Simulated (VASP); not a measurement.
# BeSe (F-43m) in VASP: a series of runs

The runs below take BeSe through relaxation of cell and atoms, relaxation of the atoms, with LDA.

Program: VASP 6.6.1. These are calculated values, not measurements. Logs are shortened: lines on timing, memory, paths and dates and some standing lists are left out, and cuts for length are marked.

### 1 The crystal as given

Symmetry: F-43m, No. 216, cubic system. Conventional cell: a = 5.070 Å, b = 5.070 Å, c = 5.070 Å, α = 90.00°, β = 90.00°, γ = 90.00°. Around Be (site symmetry -43m) lie 4 Se at 2.20 Å. Se (site symmetry -43m) has 4 Be at 2.20 Å as nearest neighbours.

### 2 Relaxation of cell and atoms, LDA

INCAR

```
PREC = Accurate ; ENCUT = 600
EDIFF = 1E-6 ; ISMEAR = 0
SIGMA = 0.03 ; LREAL = False
LASPH = True ; NELM = 80
ALGO = Normal ; ISIF = 3
LWAVE = False ; LCHARG = False
GGA = CA ; IBRION = 2
NSW = 90 ; EDIFFG = -0.01
```

KPOINTS

```
regular mesh
0
Gamma
  10 10 10
```

POSCAR

```
BeSe
1.0
    0.0000000000      2.5350000000      2.5350000000
    2.5350000000      0.0000000000      2.5350000000
    2.5350000000      2.5350000000      0.0000000000
Be Se
1 1
Direct
    0.0000000000      0.0000000000      0.0000000000
    0.2500000000      0.2500000000      0.2500000000
```

Potentials or basis: VASP PAW LDA potentials, release 64 (Be, Se).

Launch:

```bash
$ cat potpaw_LDA.64/Be/POTCAR potpaw_LDA.64/Se/POTCAR > POTCAR
$ mpirun -np 1 vasp_std > vasp.out
```

OUTCAR:

```text
PREC = Accurate
   ENCUT = 600
   EDIFF = 1E-6
   ISMEAR = 0
   LREAL = False
   LASPH = True
   NELM = 80
   ISIF = 3
   GGA = CA
   IBRION = 2
   NSW = 90
   EDIFFG = -0.01

 ion  position               nearest neighbor table
   1  0.000  0.000  0.000-   2 2.20   2 2.20   2 2.20   2 2.20
   2  0.250  0.250  0.250-   1 2.20   1 2.20   1 2.20   1 2.20

  LATTYP: Found a face centered cubic cell.
 ALAT       =     5.0700000000

  Lattice vectors:

 A1 = (   0.0000000000,   2.5350000000,   2.5350000000)
 A2 = (   2.5350000000,   0.0000000000,   2.5350000000)
 A3 = (   2.5350000000,   2.5350000000,   0.0000000000)

Analysis of symmetry for initial positions (statically):
=====================================================================
 Subroutine PRICEL returns:
 Original cell was already a primitive cell.

 Routine SETGRP: Setting up the symmetry group for a
 face centered cubic supercell.

 Subroutine GETGRP returns: Found 24 space group operations
 (whereof 24 operations were pure point group operations)
 out of a pool of 48 trial point group operations.

The static configuration has the point symmetry T_d .

Analysis of symmetry for dynamics (positions and initial velocities):
=====================================================================
 Subroutine PRICEL returns:
 Original cell was already a primitive cell.

 Routine SETGRP: Setting up the symmetry group for a
 face centered cubic supercell.

 Subroutine GETGRP returns: Found 24 space group operations
 (whereof 24 operations were pure point group operations)
 out of a pool of 48 trial point group operations.

The dynamic configuration has the point symmetry T_d .

 Subroutine INISYM returns: Found 24 space group operations
 (whereof 24 operations are pure point group operations),
 and found     1 'primitive' translations

----------------------------------------------------------------------------------------

                                     Primitive cell

  volume of cell :      32.5810

  direct lattice vectors                    reciprocal lattice vectors
     0.000000000  2.535000000  2.535000000    -0.197238659  0.197238659  0.197238659
     2.535000000  0.000000000  2.535000000     0.197238659 -0.197238659  0.197238659
     2.535000000  2.535000000  0.000000000     0.197238659  0.197238659 -0.197238659

  length of vectors
     3.585031381  3.585031381  3.585031381     0.341627378  0.341627378  0.341627378

  position of ions in fractional coordinates (direct lattice)
     0.000000000  0.000000000  0.000000000
     0.250000000  0.250000000  0.250000000

  ion indices of the primitive-cell ions
   primitive index   ion index
                 1           1
                 2           2

----------------------------------------------------------------------------------------

 KPOINTS: regular mesh

Automatic generation of k-mesh.
 Grid dimensions read from file:
 generate k-points for:   10   10   10

 Generating k-lattice:

  Cartesian coordinates                     Fractional coordinates (reciprocal lattice)
    -0.019723866  0.019723866  0.019723866     0.100000000  0.000000000  0.000000000
     0.019723866 -0.019723866  0.019723866     0.000000000  0.100000000  0.000000000
     0.019723866  0.019723866 -0.019723866     0.000000000  0.000000000  0.100000000

  Length of vectors
     0.034162738  0.034162738  0.034162738

  Shift w.r.t. Gamma in fractional coordinates (k-lattice)
     0.000000000  0.000000000  0.000000000

 Subroutine IBZKPT returns following result:
 ===========================================

 Found     47 irreducible k-points:

 Following reciprocal coordinates:
            Coordinates               Weight
  0.000000  0.000000  0.000000      1.000000
  0.100000  0.000000  0.000000      8.000000
  0.200000  0.000000  0.000000      8.000000
  0.300000  0.000000  0.000000      8.000000
  0.400000  0.000000  0.000000      8.000000
  0.500000  0.000000  0.000000      4.000000
[... 16 lines left out ...]
  0.300000  0.300000  0.000000      6.000000
  0.400000  0.300000  0.000000     24.000000
 [... further k-points ...]
   k-points           NKPTS =     47   k-points in BZ     NKDIM =     47   number of bands    NBANDS=      8
   number of dos      NEDOS =    301   number of ions     NIONS =      2
   total plane-waves  NPLWV =  27000
   dimension x,y,z NGX =    30 NGY =   30 NGZ =   30
   dimension x,y,z NGXF=    60 NGYF=   60 NGZF=   60
   ions per type =               1   1
   NGX,Y,Z   is equivalent  to a cutoff of  13.91, 13.91, 13.91 a.u.
   NGXF,Y,Z  is equivalent  to a cutoff of  27.82, 27.82, 27.82 a.u.
 SYSTEM =  unknown system
   PREC   = accura    normal or accurate (medium, high low for compatibility)
   ISTART =      0    job   : 0-new  1-cont  2-samecut
   ICHARG =      2    charge: 1-file 2-atom 10-const
   ISPIN  =      1    spin polarized calculation?
   LNONCOLLINEAR =      F non collinear calculations
   LSORBIT =      F    spin-orbit coupling
   LASPH  =      T    aspherical Exc in radial PAW
   ENCUT  =  600.0 eV  44.10 Ry    6.64 a.u.   7.16  7.16  7.16*2*pi/ulx,y,z
   NELM   =     80;   NELMIN=  2; NELMDL= -5     # of ELM steps
   EDIFF  = 0.1E-05   stopping-criterion for ELM
   LREAL  =      F    real-space projection
   EDIFFG = -.1E-01   stopping-criterion for IOM
   NSW    =     90    number of steps for IOM
   IBRION =      2    ionic relax: 0-MD 1-quasi-New 2-CG
   NFREE  =      1    steps in history (QN), initial steepest desc. (CG)
   ISIF   =      3    stress and relaxation
   ISYM   =      2    0-nonsym 1-usesym 2-fastsym
   POTIM  = 0.5000    time-step for ionic-motion
   TEBEG  =    0.0;   TEEND  =   0.0 temperature during run
   PSTRESS=    0.0 pullay stress
   NELECT =       8.0000    total number of electrons
   NUPDOWN=      -1.0000    fix difference up-down
   EMIN   =  10.00;   EMAX   =-10.00  energy-range for DOS
   EFERMI =   0.00;   METHOD = LEGACY
   ISMEAR =     0;   SIGMA  =   0.03  broadening in eV -4-tet -1-fermi 0-gaus
   EFERMI_NEDOS =   21; number of points for ismear=-14 and -15
   IALGO  =     38    algorithm
   IMIX   =      4    mixing-type and parameters
     AMIX     =   0.40;   BMIX     =  1.00
     AMIX_MAG =   1.60;   BMIX_MAG =  1.00
  volume/ion in A,a.u.               =      16.29       109.93
  Fermi-wavevector in a.u.,A,eV,Ry     =   1.025141  1.937235 14.298549  1.050914
  Thomas-Fermi vector in A             =   2.158965
   LORBIT       =      0    0 simple, 1 ext, 2 COOP (PROOUT), +10 PAW based schemes
   GGA     = CA    functional components
   LHFCALC =     F    Hartree Fock is set to
   AEXX    =    0.0000 exact exchange contribution
   IVDW    =     0    specifies the selected vdW correction
   LEPSILON=     F    determine dielectric tensor
   LRPA    =     F    only Hartree local field effects (RPA)
 conjugate gradient relaxation of ions
 non-spin polarized calculation
 Gauss-broadening in eV      SIGMA  =   0.03
  energy-cutoff  :      600.00
  volume of cell :       32.58
 maximum number of plane-waves:      1106
 NGX is ok and might be reduce to    30
   NGX = 15   NGY = 15   NGZ = 15

--------------------------------------- Ionic step        1  -------------------------------------------

 number of electron       8.0000001 magnetization

 Free energy of the ion-electron system (eV)
  ---------------------------------------------------
  ext. energy  EPLUGINS =         0.00000000
  ---------------------------------------------------
  free energy    TOTEN  =       -10.00965241 eV

  energy without entropy =      -10.00965241  energy(sigma->0) =      -10.00965241

------------------------ aborting loop because EDIFF is reached ----------------------------------------

  FORCE on cell =-STRESS in cart. coord.  units (eV):
  Direction    XX          YY          ZZ          XY          YZ          ZX
  --------------------------------------------------------------------------------------
  -------------------------------------------------------------------------------------
  Total        0.1803905      0.1803905      0.1803905      0.0000000      0.0000000      0.0000000
  in kB        8.8707479      8.8707479      8.8707479      0.0000000      0.0000000      0.0000000
  external PRESSURE =       8.8707479 kB  Pullay stress =       0.0000000 kB
[... 57 lines left out ...]
  energy  without entropy=      -10.0105186051  energy(sigma->0) =      -10.01051861

--------------------------------------- Ionic step        3  -------------------------------------------

 number of electron       8.0000001 magnetization

 Free energy of the ion-electron system (eV)
  ---------------------------------------------------
  ext. energy  EPLUGINS =         0.00000000
  ---------------------------------------------------
  free energy    TOTEN  =       -10.01058041 eV

  energy without entropy =      -10.01058041  energy(sigma->0) =      -10.01058041

 E-fermi :   3.7854     XC(G=0):  -9.7989

 val. band max:        3.6433821351   @ k =   0.0000   0.0000   0.0000
 cond. band min:       6.0423259482   @ k =   0.5000   0.5000   0.0000
 fundamental gap:      2.3989438131
 Fermi energy:         3.7853846549

 k-point     1 :       0.0000    0.0000    0.0000
  band No.  band energies     occupation
      1     -10.3885      2.00000
      2       3.6434      2.00000
      3       3.6434      2.00000
      4       3.6434      2.00000
      5       8.0824      0.00000
      6       8.5781      0.00000
      7       8.5781      0.00000
      8       8.5781      0.00000
[... 243 lines left out ...]
 k-point    24 :       0.4000    0.3000    0.0000
  band No.  band energies     occupation
      1      -8.9622      2.00000
      2      -0.7785      2.00000
      3       1.0365      2.00000
      4       1.3135      2.00000
      5       6.9363      0.00000
      6       8.7171      0.00000
      7      12.9738      0.00000
      8      13.1940      0.00000

 [... further k-points ...]

------------------------ aborting loop because EDIFF is reached ----------------------------------------

  FORCE on cell =-STRESS in cart. coord.  units (eV):
  Direction    XX          YY          ZZ          XY          YZ          ZX
  --------------------------------------------------------------------------------------
  -------------------------------------------------------------------------------------
  Total        0.0012407      0.0012407      0.0012407      0.0000000      0.0000000      0.0000000
  in kB        0.0603856      0.0603856      0.0603856      0.0000000      0.0000000      0.0000000
  external PRESSURE =       0.0603856 kB  Pullay stress =       0.0000000 kB
[... 17 lines left out ...]
  FREE ENERGIE OF THE ION-ELECTRON SYSTEM (eV)
  ---------------------------------------------------
  free  energy   TOTEN  =       -10.0105804078 eV

  energy  without entropy=      -10.0105804078  energy(sigma->0) =      -10.01058041

 reached required accuracy - stopping structural energy minimisation
```

It took 20 s on 1 thread of Intel Xeon 6975P-C (Granite Rapids), shared host; peak memory 0.15 GiB.

Results:

| Property | Result |
| --- | --- |
| Free energy | -10.0106 eV |
| Relaxed volume | 16.46 Å³/atom |
| Relaxed cell | a = 3.597 Å, b = 3.597 Å, c = 3.597 Å, α = 60.00°, β = 60.00°, γ = 60.00° |
| Space group after relaxing (to 0.05 Å) | F-43m (No. 216) |
| Energy gained by relaxing | 0.5 meV/atom |
| Ionic steps | 3 |
| Pressure after relaxing | 0.0 GPa |
| Band gap on the k mesh | 2.40 eV, indirect (least direct gap 4.44 eV) |

The path:
```
step  energy change (eV)  largest force (eV/Å)  pressure (GPa)  volume (Å³)
   1              0.0000                0.0000            0.89        32.58
   2             -0.0009                0.0000           -0.23        33.01
   3             -0.0009                0.0000            0.01        32.92
```

Final structure:
```
Be Se
1.0
     0.00000    2.54371    2.54371
     2.54371    0.00000    2.54371
     2.54371    2.54371    0.00000
Be Se
1 1
Direct
  0.00000 0.00000 0.00000
  0.25000 0.25000 0.25000
```

A k mesh can miss the band edges.

### 3 Relaxation of cell and atoms, LDA

This run uses another cell than the first one, of 16.46 Å³/atom, 1.010 times its volume.

INCAR

```
PREC = Accurate ; ENCUT = 600
EDIFF = 1E-7 ; ISMEAR = 0
SIGMA = 0.03 ; LREAL = False
LASPH = True ; NELM = 80
ALGO = Normal ; ISIF = 3
LWAVE = False ; LCHARG = False
GGA = CA ; IBRION = 2
NSW = 90 ; EDIFFG = -0.005
```

KPOINTS is that of step 2.

POSCAR

```
BeSe                                    
1.0
   -0.0000000000      2.5437146154      2.5437146154
    2.5437146154      0.0000000000      2.5437146154
    2.5437146154      2.5437146154      0.0000000000
  Be              Se            
     1     1
Direct
     0.0000000000000000    0.0000000000000000    0.0000000000000000
     0.2500000000000000    0.2500000000000000    0.2500000000000000
```

Potentials or basis: VASP PAW LDA potentials, release 64 (Be, Se).

Launch:

```bash
$ cat potpaw_LDA.64/Be/POTCAR potpaw_LDA.64/Se/POTCAR > POTCAR
$ mpirun -np 1 vasp_std > vasp.out
```

It took 9.6 s on 1 thread of Intel Xeon 6975P-C (Granite Rapids), shared host; peak memory 0.15 GiB.

Results (log left out):

- Free energy: -10.0106 eV
- Pressure after relaxing: 0.0 GPa
- Band gap on the k mesh: 2.40 eV, indirect (least direct gap 4.44 eV)

Final structure:
```cif
data_structure
_symmetry_space_group_name_H-M 'P 1'
_symmetry_Int_Tables_number 1
_cell_length_a 3.5974
_cell_length_b 3.5974
_cell_length_c 3.5974
_cell_angle_alpha 60.000
_cell_angle_beta 60.000
_cell_angle_gamma 60.000
_cell_volume 32.92
loop_
_atom_site_label
_atom_site_type_symbol
_atom_site_fract_x
_atom_site_fract_y
_atom_site_fract_z
_atom_site_occupancy
Be1 Be 0.00000 0.00000 0.00000 1
Se1 Se 0.25000 0.25000 0.25000 1
```

Levels at points of the mesh, in eV from the valence-band top:
| k point | band 2 | band 3 | band 4 | band 5 | band 6 | band 7 |
| --- | --- | --- | --- | --- | --- | --- |
| (0.00, 0.00, 0.00) | 0.00 | 0.00 | 0.00 | 4.44 | 4.93 | 4.93 |
| (0.50, 0.00, 0.00) | -5.94 | -1.13 | -1.13 | 4.38 | 5.90 | 5.90 |
| (0.50, 0.50, 0.00) | -5.24 | -2.79 | -2.79 | 2.40 | 4.13 | 11.84 |

Caveat: the relaxation stopped at its first step, so nothing moved.

### 4 Relaxation of the atoms, LDA (a relaxed cell with its volume scaled by 0.94)

INCAR

```
PREC = Accurate ; ENCUT = 600
EDIFF = 1E-7 ; ISMEAR = 0
SIGMA = 0.03 ; LREAL = False
LASPH = True ; NELM = 80
ALGO = Fast ; ISIF = 2
LWAVE = False ; LCHARG = False
GGA = CA ; IBRION = 2
NSW = 40 ; EDIFFG = -0.01
```

KPOINTS is that of step 3.

POSCAR

```
BeSe                                    
1.0
    0.0000000000      2.4917875018      2.4917875018
    2.4917875018      0.0000000000      2.4917875018
    2.4917875018      2.4917875018      0.0000000000
  Be              Se            
     1     1
Direct
     0.0000000000000000    0.0000000000000000    0.0000000000000000
     0.2500000000000000    0.2500000000000000    0.2500000000000000
```

Launch:

```bash
$ cat potpaw_LDA.64/Be/POTCAR potpaw_LDA.64/Se/POTCAR > POTCAR
$ mpirun -np 1 vasp_std > vasp.out
```

Wall time 9.6 s (1 thread of Intel Xeon 6975P-C (Granite Rapids), shared host); peak memory 0.14 GiB.

Results (log left out):

| Quantity | Value |
| --- | --- |
| Free energy | -9.9761 eV |
| Pressure after relaxing | 5.9 GPa |
| Band gap on the k mesh | 2.25 eV, indirect (least direct gap 4.91 eV) |

Final structure:
```yaml
crystal:
  lattice:
    - [0.00000, 2.49179, 2.49179]
    - [2.49179, 0.00000, 2.49179]
    - [2.49179, 2.49179, 0.00000]
  atoms:
    - { symbol: Be, position: [0.00000, 0.00000, 0.00000] }
    - { symbol: Se, position: [0.25000, 0.25000, 0.25000] }
```

Levels at points of the mesh, in eV from the valence-band top:
```csv
k point,band 1,band 2,band 3,band 4,band 5,band 6,band 7,band 8
"(0.00, 0.00, 0.00)",-14.47,0.00,0.00,0.00,4.91,4.91,4.91,4.92
"(0.50, 0.00, 0.00)",-12.87,-6.37,-1.23,-1.23,4.61,5.90,5.90,10.01
"(0.50, 0.50, 0.00)",-12.33,-5.59,-3.03,-3.03,2.25,4.08,12.35,12.35
```

Caveat: the relaxation stopped at its first step, so nothing moved. A k mesh can miss the band edges.
